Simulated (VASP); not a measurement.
Wanted: the native input for a VASP 6.6.1 run.

```
Task                   : single point
Functional             : r2SCAN
Dispersion             : D4
Potentials or basis    : VASP PAW PBE potentials, release 64 (Br)
Cutoff                 : 520 eV
k mesh                 : 5 × 5 × 5
Occupations            : fermi-dirac, width 0.25 eV
Spin                   : no spin polarisation
Dipole correction      : no
Further INCAR settings : ALGO = Normal; EDIFF = 1e-06; NBANDS = 18
```

Br:

```xyz
3
Lattice="4.5976 0.0000 0.0000 0.0000 4.5976 0.0000 0.0000 0.0000 4.5976" Properties=species:S:1:pos:R:3 pbc="T T T"
Br    2.2988    0.0000    0.0000
Br    0.0000    2.2988    0.0000
Br    0.0000    0.0000    2.2988
```

The input as run:

POSCAR

```
Br
1.0
    4.5976403800      0.0000000000      0.0000000000
    0.0000000000      4.5976403800      0.0000000000
    0.0000000000      0.0000000000      4.5976403800
Br
3
Direct
    0.5000000000      0.0000000000      0.0000000000
    0.0000000000      0.5000000000      0.0000000000
    0.0000000000      0.0000000000      0.5000000000
```

INCAR.step1

```
SYSTEM = Br
  ALGO = Normal
  EDIFF = 1E-4
  ENCUT = 520
  GGA = PE
  ISMEAR = -1
  LASPH = .True.
  LCHARG = .False.
  LREAL = .False.
  LWAVE = .True.
  NBANDS = 18
  NELM = 100
  PREC = Accurate
  SIGMA = 0.25
```

INCAR.step2

```
SYSTEM = Br
  ALGO = Normal
  EDIFF = 1E-6
  ENCUT = 520
  ISIF = 2
  ISMEAR = -1
  ISTART = 1
  IVDW = 13
  LASPH = .True.
  LCHARG = .False.
  LMIXTAU = .True.
  LREAL = .False.
  LWAVE = .False.
  METAGGA = R2SCAN
  NBANDS = 18
  NELM = 100
  PREC = Accurate
  SIGMA = 0.25
  VDW_A1 = 0.51559235
  VDW_A2 = 5.77342911
  VDW_S6 = 1.0
  VDW_S8 = 0.6018749
```

KPOINTS

```
k-points
0
Gamma
  5 5 5
  0 0 0
```

Potentials or basis: VASP PAW PBE potentials, release 64 (Br).

The run is started by

```bash
$ cat potpaw_PBE.64/Br/POTCAR > POTCAR
$ cp INCAR.step1 INCAR
$ mpirun -np 1 vasp_std > vasp.out
$ cp INCAR.step2 INCAR
$ mpirun -np 1 vasp_std > vasp.out
```

Results of the run:

```json
{
 "Pressure": "-0.5 GPa",
 "Band gap on the k mesh": "none (metal or under the smearing width)",
 "Dispersion energy per atom": "-0.091 eV"
}
```

Caveat: the PAW data sets were made with another functional, which shifts forces and pressure a little; an odd number of electrons without spin polarisation forces a metal; a magnetic or distorted state may lie lower; pairwise dispersion overbinds metals, which lowers pressure and volume.

Run time: 30 s on 1 thread of Intel(R) Xeon(R) 6975P-C (Granite Rapids), on a shared host, peak memory 0.2 GiB.
